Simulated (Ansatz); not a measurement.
# Si2W (I4/mmm) in Ansatz: a series of runs

Runs on Si2W. Level: PBE+U. Tasks: band structure.

Program: Ansatz 0.2.0. These are calculated values, not measurements. Logs are shortened: lines on timing, memory, paths and dates and some standing lists are left out, and cuts for length are marked.

### Step 1. Starting point

Symmetry: I4/mmm, No. 139, tetragonal system. Conventional cell: a = 3.214 Å, b = 3.214 Å, c = 7.830 Å, α = 90.00°, β = 90.00°, γ = 90.00°. W (site symmetry 4/mmm) has 10 Si at 2.62 Å as nearest neighbours. Si (site symmetry 4mm) has 5 Si at 2.59 to 2.63 Å and 5 W at 2.62 Å as nearest neighbours.

### Step 2. Band structure, PBE+U

Contents of input.yaml:

```yaml
crystal:
  lattice:
    - [-1.6069, 1.6069, 3.91495]
    - [1.6069, -1.6069, 3.91495]
    - [1.6069, 1.6069, -3.91495]
  atoms:
    - { symbol: W, position: [0.0, 0.0, 0.0] }
    - { symbol: Si, position: [0.6653, 0.6653, 0.0] }
    - { symbol: Si, position: [0.3347, 0.3347, 0.0] }
hamiltonian:
  xc: pbe
  pseudopotentials: { kind: paw }
  hubbard: { sites: [{ species: W, l: d, u_eff: 4.0 }] }
kpoints:
  mp_grid: { grid: [12, 12, 12] }
  band_path:
    path:
      - [[0.0, 0.0, 0.0], [0.0, 0.0, 0.5], [-0.084235521, 0.084235521, 0.5], [-0.2921177605, 0.2921177605, 0.2921177605], [0.0, 0.0, 0.0], [0.5, 0.5, -0.5], [0.2921177605, 0.7078822395, -0.2921177605], [0.0, 0.5, 0.0], [0.25, 0.25, 0.25], [0.5, 0.5, -0.084235521], [0.5, 0.5, -0.5]]
      - [[0.0, 0.0, 0.5], [0.25, 0.25, 0.25]]
    npoints: 14
scf:
  occupations: { method: fermi_dirac, width: 0.05 }
  n_extra_bands: 7
output:
  forces: true
  stress: true
  eigenvalues: true
  fatbands: true
```

Potentials or basis: Ansatz PAW.

On the command line:

```
ansatz run input.yaml --threads 2 --pin off --max-ram 5632MiB --backend cpu --events-out ev --progress --plain --runs-dir out
```

What it wrote:

```text
Warning: RAYON_NUM_THREADS=2 ignored (pool sized by the plan → 2); use --threads N
W: projections on atomic orbitals take those of the free atom [Kr 4d10 4f14] 5s2 5p6 5d4 6s2, of charge +0.00 (hamiltonian.pseudopotentials.projection_atoms); the dataset's partial waves leave at most 6.5e-5 of an orbital's norm unspanned inside its sphere
Si: projections on atomic orbitals take those of the free atom [Ne] 3s2 3p2, of charge +0.00 (hamiltonian.pseudopotentials.projection_atoms); the dataset's partial waves leave at most 6.1e-8 of an orbital's norm unspanned inside its sphere
scf.n_extra_bands = 7 over 11 filled bands (N_el = 22.0): the run solves 18 bands
Engine: ansatz 0.2.0, aarch64-unknown-linux-gnu
Pseudopotentials: kind: paw
Pseudopotential: W, paw, valence charge 14, recommended cutoff 420 eV (normal), W.paw.azcp
Pseudopotential: Si, paw, valence charge 4, recommended cutoff 420 eV (normal), Si.paw.azcp
Functional definition: PBE
  parameter kappa = 0.804
  parameter beta = 0.06672455060314922
  exchange = pbe_x(kappa = kappa, mu = beta*pi^2/3)
  correlation = pbe_c(beta = beta)
Crystal: 3 atoms, lattice volume = 40.436 Å³
Basis set: ecut = 420 eV, 793 PW (Γ), exchange–correlation on 64×64×64 points (8 copies of the dense FFT grid, shifted against one another)
Bands: 18, of which v1, the nominal top of the filled ones, is band 11 counted from 1 (10 counted from 0)
Symmetry: 16 space group operations
Space group: I4/mmm (ITA 139), of the structure as read, at distance tolerance 3.4e-5 Å
k-points: 163 of 1728
Non-local potential: W, projectors of the file, l = 0: 3, l = 1: 2, l = 2: 2, l = 3: 1
Non-local potential: Si, projectors of the file, l = 0: 2, l = 1: 2, l = 2: 2
PAW form: soft (Blöchl's): semilocal exchange-correlation on the pseudo side does not see the compensation charge
PAW one-centre angular grid: W, 590 points (default); XC on 64 Gauss nodes
PAW one-centre angular grid: Si, 110 points (default); XC on 64 Gauss nodes
Initial density: superposition of atomic densities (chi_scale 0.1, normalization cell, long waves kept (reshape's long-wave potential 0.00 eV rms))
Initial wavefunctions: pseudopotential atomic-orbital guess
Functional: x = pbe(κ = 0.804, μ = 0.2195149727645171), c = pbe(β = 0.06672455060314922)
SCF iter   1: F=—  HF=-11652.494006 eV  |F-HF|=—  |Δ(HF+E_count)|=         —  Δρ=5.59e-2  dr2=1.55e0  ethr=3.10e-3  ⟨swp⟩=5.4  Hψ=16264  notcnv=0  defer=4
preconditioner: auto → Kerker (q_TF=auto, 2.465 Å⁻¹)  [metal: Δε(μ)=0.029 eV  Ē_g=9.911 eV  σ=0.050 eV  W_gap=0.14  n_scr=10 (ndim 8)  ℏωp=21.8 eV  f_vac=0.000  D(μ)=0.37/eV (n_scr^D=0)]
SCF iter   2: F=—  HF=-11652.404934 eV  |F-HF|=—  |Δ(HF+E_count)|=   8.91e-2  Δρ=2.60e-2  dr2=1.82e-1  ethr=3.10e-3  ⟨swp⟩=2.8  Hψ=6399  notcnv=0  defer=261
SCF iter   3: F=—  HF=-11652.598318 eV  |F-HF|=—  |Δ(HF+E_count)|=   1.93e-1  Δρ=1.36e-2  dr2=1.02e-1  ethr=8.26e-4  ⟨swp⟩=2.2  Hψ=4207  notcnv=0  defer=262
SCF iter   4: F=—  HF=-11652.595921 eV  |F-HF|=—  |Δ(HF+E_count)|=   2.40e-3  Δρ=4.51e-3  dr2=7.20e-3  ethr=4.62e-4  ⟨swp⟩=2.3  Hψ=4772  notcnv=0  defer=266
SCF iter   5: F=—  HF=-11652.597040 eV  |F-HF|=—  |Δ(HF+E_count)|=   1.12e-3  Δρ=1.02e-3  dr2=2.86e-4  ethr=3.27e-5  ⟨swp⟩=2.1  Hψ=3905  notcnv=0  defer=264
SCF iter   6: F=—  HF=-11652.597122 eV  |F-HF|=—  |Δ(HF+E_count)|=   8.25e-5  Δρ=1.26e-4  dr2=4.38e-6  ethr=1.30e-6  ⟨swp⟩=2.4  Hψ=3774  notcnv=0  defer=264
SCF iter   7: F=—  HF=-11652.597123 eV  |F-HF|=—  |Δ(HF+E_count)|=   1.22e-6  Δρ=1.13e-5  dr2=3.67e-8  ethr=4.55e-10  ⟨swp⟩=8.6  Hψ=16586  notcnv=0
SCF iter   8: F=-11652.597123 eV  HF=-11652.597123 eV  |F-HF|=7.19e-10  |Δ(HF+E_count)|=   8.05e-9  Δρ=1.44e-6  dr2=1.30e-9  ethr=1.67e-10  ⟨swp⟩=2.0  Hψ=9588  notcnv=0
SCF 1 converged in 8 iterations: F = -11652.597123 eV  dr2 = 1.30e-9
NSCF: frozen V_eff on 156 k-points
SCF converged after 8 iterations
Free energy (F): -11652.597123 eV
Harris-Foulkes:  -11652.597123 eV  (|F-HF|=7.19e-10)
Internal energy: -11652.594748 eV  (E = F + TS)
E sigma→0 (E₀):  -11652.595936 eV
Entropy (-TS):   -0.002375 eV (-0.792 meV/atom)
Fermi energy:    16.650978 eV
--- Per-component energies (eV) ---
  E_band       = -79.698618
  E_kinetic    = 542.181327
  E_local      = -948.858028  (includes V_loc(G=0)·N_el)
  E_nonlocal   = 50.733305
  E_hartree    = 373.635633
  E_xc         = -382.104524
  E_vxc        = -338.838172  (∫ρ·V_xc dr)
  E_hubbard    = 4.818053  (on-site DFT+U / exact-exchange correction)
  E_vhub       = -1.356189  (the Hubbard potential's part of the band-sum identity)
  E_paw        = -9588.517821  (= ΣΔE_a)
  E_vpaw       = -130.830988  (= ΣTr[D̂ρ^β])
  E_aug_tail   = -0.000068  (compensation charges beyond the density's cutoff)
  E_ewald      = -1704.482625
  E_smearing   = -0.002375  (= −TS)
  E_closure    = 0.000000  (closes the sum)
  Σ components = -11652.597123   (vs F -11652.597123, Δ=0.00e0)
--- Forces (eV/Å), atoms counted from 1 ---
  atom   1  W     -0.00000000    -0.00000000     0.00000000
  atom   2  Si    -0.00000000    -0.00000000    -0.17862396
  atom   3  Si    -0.00000000    -0.00000000     0.17862396
  max |Σ_I F_I| component: 1.11e-16 eV/Å
--- Stress (GPa, compression-positive) ---
        3.050673      -0.000000       0.000000
       -0.000000       3.050673       0.000000
        0.000000       0.000000       1.710159
  P = ⅓ Tr σ = 2.6038 GPa (26.038 kbar)
--- Band table (eV; the first three rows and the last of 163) ---
  k-point 0: bands = ["-56.8241", "-21.1378", "-21.1242", "-21.1242", "2.6510", "9.9358", "12.9950", "13.6759", "13.6759", "13.8106", "17.0829", "19.4660", "19.6449", "19.8197", "19.8197", "21.5011", "22.2841", "22.2841"]
  k-point 1: bands = ["-56.8231", "-21.1387", "-21.1367", "-21.1350", "2.8754", "10.1379", "12.2513", "13.1428", "13.8432", "14.4632", "16.1028", "19.1216", "19.9857", "20.0048", "20.2236", "21.4543", "22.5421", "22.9446"]
  k-point 2: bands = ["-56.8204", "-21.1769", "-21.1709", "-21.1275", "3.5239", "10.6357", "11.5043", "12.0750", "13.9631", "14.4036", "15.0201", "19.0445", "20.3722", "20.4187", "20.8291", "21.0149", "23.9254", "23.9304"]
  k-point 162: bands = ["-56.8239", "-21.1556", "-21.1255", "-21.1255", "4.9049", "5.7339", "13.2636", "14.2774", "15.8768", "15.8768", "15.9195", "15.9195", "17.2607", "21.2316", "21.6312", "22.9068", "24.6488", "25.3852"]
Occupation matrices written to <dir>
```

It took 6.6 s on 2 threads of Arm Neoverse V2, shared host; peak memory 0.45 GiB.

What came out:

```
Free energy            : -11652.5971 eV
Pressure               : 2.6 GPa
Largest force          : 0.179 eV/Å
Band gap on the k mesh : none (metal or under the smearing width)
```

Forces on the atoms (eV/Å):
```
W    0.000  0.000  0.000
Si   0.000  0.000 -0.179
Si   0.000  0.000  0.179
```

Levels at the corners of the path, in eV from the Fermi level:
```csv
point,band 9,band 10,band 11,band 12,band 13,band 14
Γ,-2.98,-2.84,0.43,2.82,2.99,3.17
X,-4.92,-3.46,-1.65,2.89,3.38,3.52
Y,-4.09,-3.32,-2.22,1.98,2.58,3.25
S,-2.79,-2.58,-0.57,2.01,2.82,3.54
Γ,-2.98,-2.84,0.43,2.82,2.99,3.17
Z,-0.77,-0.77,-0.73,-0.73,0.61,4.58
S1,-2.79,-2.58,-0.57,2.01,2.82,3.54
N,-2.93,-2.64,-0.69,2.85,3.14,4.02
P,-2.97,-2.46,-2.46,0.22,3.52,3.86
Y1,-4.09,-3.32,-2.22,1.98,2.58,3.25
Z,-0.77,-0.77,-0.73,-0.73,0.61,4.58
X,-4.92,-3.46,-1.65,2.89,3.38,3.52
P,-2.97,-2.46,-2.46,0.22,3.52,3.86
```

Eigenvalues of the final occupation matrices:
| site | spin | trace | eigenvalues |
| --- | --- | --- | --- |
| site 1 | 1 | 2.75 | 0.42 0.48 0.60 0.62 0.62 |

Caveat: spin-orbit coupling is left out, which moves the levels of the heavy elements; U without spin polarisation on a metal has little footing; the U is typed as a test and isn't derived for this compound.

### Step 3. Band structure, PBE+U

input.yaml: that of step 2 with these lines changed.

```diff
@@ -12,3 +12,3 @@
   pseudopotentials: { kind: paw }
-  hubbard: { sites: [{ species: W, l: d, u_eff: 4.0 }] }
+  hubbard: { sites: [{ species: W, l: d, u_eff: 5.0 }] }
 kpoints:
@@ -27,2 +27,6 @@
   eigenvalues: true
-  fatbands: true
+  fatbands: false
+  write_density: true
+  write_potential: true
+  elf: true
+  volumetric_format: npy
```

Potentials or basis: Ansatz PAW.

On the command line:

```
ansatz run input.yaml --threads 2 --pin off --max-ram 5632MiB --backend cpu --events-out ev --progress --plain --runs-dir out
```

Run time: 6 s. Hardware: 2 threads of Arm Neoverse V2, shared host; peak memory 0.48 GiB.

The run converged. Its results:

| Property | Result |
| --- | --- |
| Free energy | -11651.3961 eV |
| Pressure | 2.5 GPa |
| Largest force | 0.254 eV/Å |
| Band gap on the k mesh | none (metal or under the smearing width) |

Forces on the atoms (eV/Å):
```
W    0.000  0.000  0.000
Si   0.000  0.000 -0.254
Si   0.000  0.000  0.254
```

Stress tensor (GPa, compression positive):
```
3.17 0.00 0.00
0.00 3.17 0.00
0.00 0.00 1.23
```

Levels at the corners of the path, in eV from the Fermi level:
```
point  band 7  band 8  band 9  band 10  band 11  band 12  band 13  band 14  band 15  band 16
    Γ   -3.61   -3.00   -3.00    -2.63     0.38     2.86     3.03     3.22     3.22     4.95
    X   -5.89   -5.40   -4.86    -3.51    -1.60     2.93     3.49     3.75     3.79     4.47
    Y   -5.77   -4.97   -4.07    -3.37    -2.17     2.00     2.77     3.35     5.15     5.62
    S   -7.56   -2.85   -2.66    -2.59    -0.63     2.10     2.96     3.56     4.49     4.55
    Γ   -3.61   -3.00   -3.00    -2.63     0.38     2.86     3.03     3.22     3.22     4.95
    Z   -3.19   -2.27   -0.79    -0.79    -0.73    -0.73     0.56     4.63     5.04     6.31
   S1   -7.56   -2.85   -2.66    -2.59    -0.63     2.10     2.96     3.56     4.49     4.55
    N   -5.61   -4.73   -2.96    -2.56    -0.75     2.89     3.32     4.06     4.52     5.22
    P   -6.62   -6.52   -2.94    -2.45    -2.45     0.29     3.75     3.96     4.12     4.12
   Y1   -5.77   -4.97   -4.07    -3.37    -2.17     2.00     2.77     3.35     5.15     5.62
    Z   -3.19   -2.27   -0.79    -0.79    -0.73    -0.73     0.56     4.63     5.04     6.31
    X   -5.89   -5.40   -4.86    -3.51    -1.60     2.93     3.49     3.75     3.79     4.47
    P   -6.62   -6.52   -2.94    -2.45    -2.45     0.29     3.75     3.96     4.12     4.12
```

Eigenvalues of the final occupation matrices:
```csv
site,spin,trace,eigenvalues
site 1,1,2.75,0.41 0.48 0.61 0.63 0.63
```

Caveat: spin-orbit coupling is left out, which moves the levels of the heavy elements; U without spin polarisation on a metal has little footing; the U is typed as a test and isn't derived for this compound.

### Step 4. Band structure, PBE+U

input.yaml: that of step 3 with these lines changed.

```diff
@@ -12,3 +12,3 @@
   pseudopotentials: { kind: paw }
-  hubbard: { sites: [{ species: W, l: d, u_eff: 5.0 }] }
+  hubbard: { sites: [{ species: W, l: d, u_eff: 6.0 }] }
 kpoints:
@@ -28,5 +28 @@
   fatbands: false
-  write_density: true
-  write_potential: true
-  elf: true
-  volumetric_format: npy
```

On the command line:

```
ansatz run input.yaml --threads 2 --pin off --max-ram 5632MiB --backend cpu --events-out ev --progress --plain --runs-dir out
```

Run time: 5.8 s. Hardware: 2 threads of Arm Neoverse V2, shared host; peak memory 0.45 GiB.

The run converged. Its results:

```yaml
Free_energy: -11650.2027 eV
Pressure: 2.5 GPa
Largest_force: 0.325 eV/Å
Band_gap_on_the_k_mesh: none (metal or under the smearing width)
```

Forces in eV/Å, atoms in the order of the input:
```
W    0.000  0.000  0.000
Si   0.000  0.000 -0.325
Si   0.000  0.000  0.325
```

Stress tensor (GPa, compression positive):
```
3.36 0.00 0.00
0.00 3.36 0.00
0.00 0.00 0.82
```

Levels at the corners of the path, in eV from the Fermi level:
```csv
point,band 7,band 8,band 9,band 10,band 11,band 12,band 13,band 14,band 15,band 16
Γ,-3.54,-3.00,-3.00,-2.37,0.34,2.93,3.10,3.30,3.30,5.09
X,-5.82,-5.33,-4.78,-3.54,-1.51,3.01,3.64,3.79,4.03,4.55
Y,-5.69,-4.88,-4.02,-3.40,-2.10,2.04,3.00,3.49,5.19,5.75
S,-7.47,-2.87,-2.59,-2.50,-0.68,2.21,3.15,3.61,4.55,4.61
Γ,-3.54,-3.00,-3.00,-2.37,0.34,2.93,3.10,3.30,3.30,5.09
Z,-2.94,-2.14,-0.83,-0.83,-0.66,-0.66,0.52,4.70,5.12,6.40
S1,-7.47,-2.87,-2.59,-2.50,-0.68,2.21,3.15,3.61,4.55,4.61
N,-5.53,-4.65,-2.98,-2.45,-0.80,2.95,3.55,4.13,4.59,5.30
P,-6.59,-6.44,-2.88,-2.41,-2.41,0.39,4.03,4.10,4.17,4.17
Y1,-5.69,-4.88,-4.02,-3.40,-2.10,2.04,3.00,3.49,5.19,5.75
Z,-2.94,-2.14,-0.83,-0.83,-0.66,-0.66,0.52,4.70,5.12,6.40
X,-5.82,-5.33,-4.78,-3.54,-1.51,3.01,3.64,3.79,4.03,4.55
P,-6.59,-6.44,-2.88,-2.41,-2.41,0.39,4.03,4.10,4.17,4.17
```

Eigenvalues of the final occupation matrices:
| site | spin | trace | eigenvalues |
| --- | --- | --- | --- |
| site 1 | 1 | 2.76 | 0.40 0.47 0.62 0.63 0.63 |

Caveat: spin-orbit coupling is left out, which moves the levels of the heavy elements; U without spin polarisation on a metal has little footing; the U is typed as a test and isn't derived for this compound.

### Step 5. Band structure, PBE+U

input.yaml: that of step 4 with these lines changed.

```diff
@@ -12,3 +12,3 @@
   pseudopotentials: { kind: paw }
-  hubbard: { sites: [{ species: W, l: d, u_eff: 6.0 }] }
+  hubbard: { sites: [{ species: W, l: d, u_eff: 8.0 }] }
 kpoints:
```

On the command line:

```
ansatz run input.yaml --threads 2 --pin off --max-ram 5632MiB --backend cpu --events-out ev --progress --plain --runs-dir out
```

Run time: 6 s. Hardware: 2 threads of Arm Neoverse V2, shared host; peak memory 0.45 GiB.

It converged, with:

```
Free energy            : -11647.8465 eV
Pressure               : 2.9 GPa
Largest force          : 0.482 eV/Å
Band gap on the k mesh : none (metal or under the smearing width)
```

Forces in eV/Å, atoms in the order of the input:
```
W    0.000  0.000  0.000
Si   0.000  0.000 -0.482
Si   0.000  0.000  0.482
```

Stress tensor (GPa, compression positive):
```
4.24 0.00 0.00
0.00 4.24 0.00
0.00 0.00 0.24
```

Levels at the corners of the path, in eV from the Fermi level:
```csv
point,band 9,band 10,band 11,band 12,band 13,band 14
Γ,-3.12,-1.79,0.12,3.00,3.17,3.38
X,-4.67,-3.73,-1.42,3.09,3.70,3.92
Y,-4.01,-3.59,-2.02,2.05,3.46,3.74
S,-2.69,-2.18,-0.91,2.38,3.58,3.61
Γ,-3.12,-1.79,0.12,3.00,3.17,3.38
Z,-1.04,-1.04,-0.59,-0.59,0.30,4.77
S1,-2.69,-2.18,-0.91,2.38,3.58,3.61
N,-3.14,-2.24,-1.03,3.02,4.05,4.20
P,-2.82,-2.44,-2.44,0.54,4.17,4.17
Y1,-4.01,-3.59,-2.02,2.05,3.46,3.74
Z,-1.04,-1.04,-0.59,-0.59,0.30,4.77
X,-4.67,-3.73,-1.42,3.09,3.70,3.92
P,-2.82,-2.44,-2.44,0.54,4.17,4.17
```

Eigenvalues of the final occupation matrices:
```
  site  spin  trace               eigenvalues
site 1     1   2.77  0.37 0.46 0.64 0.65 0.65
```

Caveat: spin-orbit coupling is left out, which moves the levels of the heavy elements; U without spin polarisation on a metal has little footing; the U is typed as a test and isn't derived for this compound.

### Step 6. Overview

| U | gap on the mesh (eV) | pressure (GPa) | largest force (eV/Å) |
| --- | --- | --- | --- |
| W d U = 4 eV | none | 2.6 | 0.18 |
| W d U = 5 eV | none | 2.5 | 0.25 |
| W d U = 6 eV | none | 2.5 | 0.32 |
| W d U = 8 eV | none | 2.9 | 0.48 |

Alike in all rows: task band structure; level PBE+U; potentials or basis Ansatz PAW; no spin polarisation; cell as given; k mesh 12 × 12 × 12; cutoff (eV) 420; smearing fermi-dirac 0.05 eV.

Every run on the cell as given and a fine mesh finds a metal.

Caveats: spin-orbit coupling is left out, which moves the levels of the heavy elements; U without spin polarisation on a metal has little footing; the U is typed as a test and isn't derived for this compound.

Total energies depend on the potentials used, so only differences within one code and one set of settings carry meaning.
